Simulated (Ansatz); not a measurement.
## Zone-centre phonons of ZrO$_{2}$ at 8 GPa: input and output

Method: DFT PBEsol, scalar-relativistic, plane waves, PAW in Ansatz.

Launched with:
```bash
ansatz run input.yaml --threads 1 --pin off --max-ram 3072MiB --backend cpu --events-out ev --progress --plain --runs-dir out
```

Input (bare energies are in eV):
```yaml
crystal:
  lattice:
    - [3.5477338363, 0.0, 0.0]
    - [0.0, 3.5477338363, 0.0]
    - [0.0, 0.0, 5.083040908]
  atoms:
    - { symbol: Zr, position: [0.0, 0.0, 0.0] }
    - { symbol: Zr, position: [0.5, 0.5, 0.5] }
    - { symbol: O, position: [0.0, 0.5, 0.2108195513] }
    - { symbol: O, position: [0.0, 0.5, 0.7108195513] }
    - { symbol: O, position: [0.5, 0.0, 0.2891804487] }
    - { symbol: O, position: [0.5, 0.0, 0.7891804487] }
basis:
  ecutwfc: 420
kpoints:
  mp_grid: { grid: [6, 6, 6] }
hamiltonian:
  xc: pbesol
scf:
  occupations: { method: fixed }
output:
  eigenvalues: true
phonons:
  method: dfpt
  dielectric: true
  rigid_motions: translations
  eigenvectors: true
```

The end of the output:
```
--- Phonons (Γ-DFPT): 5 representative perturbations + reference, on 112 of 216 k-points (Σ response iterations 16) ---
  k mesh reduced under 1 symmetry operation, with k and −k counted as one. Each operation leaves every solved perturbation unchanged. A smaller set is not considered because the run solves the response ...
  ASR residual: 1.813e-4 → 0.000e0 eV/Å²; symmetrization residual: 2.915e-6 eV/Å²
  ASR residual per site (eV/Å²): 1.81e-4 1.81e-4 5.63e-5 5.63e-5 5.63e-5 5.63e-5
  Γ frequencies (cm⁻¹): 0.00 0.00 0.00 147.40 147.40 167.56 167.56 253.67 333.93 338.66 442.77 442.77 479.62 479.62 606.68 656.18 656.18 676.16
  ε∞ (high-frequency dielectric tensor):
        5.788090     0.000000     0.000000
        0.000000     5.788090     0.000000
        0.000000     0.000000     5.335171
  ε⁰ (static dielectric tensor: ions relaxed, cell fixed):
       42.580855    -0.000000     0.000000
       -0.000000    42.580855    -0.000000
        0.000000    -0.000000    20.500840
  ε⁰ − ε∞ (ionic part):
       36.792766    -0.000000     0.000000
       -0.000000    36.792766    -0.000000
        0.000000    -0.000000    15.165669
  softest optical mode at Γ: 147.40 cm⁻¹; the repairs (sum rule, projections) moved no ω² at Γ by more than (1.36 cm⁻¹)²
  Born effective charges Z* (e; rows j = field, columns β = displacement):
    site 0:
         5.75122   -0.00000    0.00000
        -0.00000    5.75122    0.00000
         0.00000    0.00000    5.17555
    site 1:
         5.75122   -0.00000   -0.00000
        -0.00000    5.75122    0.00000
        -0.00000   -0.00000    5.17555
    site 2:
        -2.24585    0.00000    0.00000
        -0.00000   -3.50537   -0.00000
         0.00000    0.00000   -2.58778
    site 3:
        -3.50537   -0.00000   -0.00000
         0.00000   -2.24585    0.00000
        -0.00000    0.00000   -2.58778
    site 4:
        -2.24585    0.00000   -0.00000
        -0.00000   -3.50537    0.00000
        -0.00000   -0.00000   -2.58778
    site 5:
        -3.50537   -0.00000    0.00000
         0.00000   -2.24585   -0.00000
         0.00000    0.00000   -2.58778
  Z* charge neutrality: 3.485e-3 e pre-enforcement
  solved inside a basis spanned on kpoints, on 6×6×6 k-points, its susceptibility summed on 10×10×8: ε∞ is read to err by 1.8e-2, Z* by 2.1e-2 e (field_mesh: kpoints solves on kpoints); Z* is corrected for ...
  optical modes at Γ without the LO–TO term, one row a degenerate level:
      ω (cm⁻¹) modes IR ((D/Å)²/amu)
        147.40      2             0.0000
        167.56      2            50.0309
        253.67      1             0.0000
        333.93      1             0.0000
        338.66      1            52.1752
        442.77      2            83.3990
        479.62      2             0.0000
        606.68      1             0.0000
        656.18      2             0.0000
        676.16      1             0.0000
  optical modes at Γ + LO–TO along q̂ = [1.0000, 0.0000, 0.0000]:
      ω (cm⁻¹) modes IR ((D/Å)²/amu)
        147.40      2             0.0000
        167.56      1            25.0154
        253.67      1             0.0000
        275.81      1             2.1912
        333.93      1             0.0000
        338.66      1            52.1752
        442.77      1            41.6995
        479.62      2             0.0000
        606.68      1             0.0000
        656.18      2             0.0000
        676.16      1             0.0000
        729.59      1            64.5238
  optical modes at Γ + LO–TO along q̂ = [0.0000, 1.0000, 0.0000]:
      ω (cm⁻¹) modes IR ((D/Å)²/amu)
        147.40      2             0.0000
        167.56      1            25.0154
        253.67      1             0.0000
        275.81      1             2.1912
        333.93      1             0.0000
        338.66      1            52.1752
        442.77      1            41.6995
        479.62      2             0.0000
        606.68      1             0.0000
        656.18      2             0.0000
        676.16      1             0.0000
        729.59      1            64.5238
  optical modes at Γ + LO–TO along q̂ = [0.0000, 0.0000, 1.0000]:
      ω (cm⁻¹) modes IR ((D/Å)²/amu)
        147.40      2             0.0000
        167.56      2            50.0309
        253.67      1             0.0000
        333.93      1             0.0000
        442.77      2            83.3990
        479.62      2             0.0000
        606.68      1             0.0000
        656.18      2             0.0000
        663.87      1            52.1752
        676.16      1             0.0000
```

It took 70 s on 1 thread of AMD EPYC 9R45 96-Core Processor (Zen 5), on a shared host, peak memory 1.3 GiB.

Other phases may be more stable at this pressure.

This form isn't the usual stable structure of the compound at low pressure.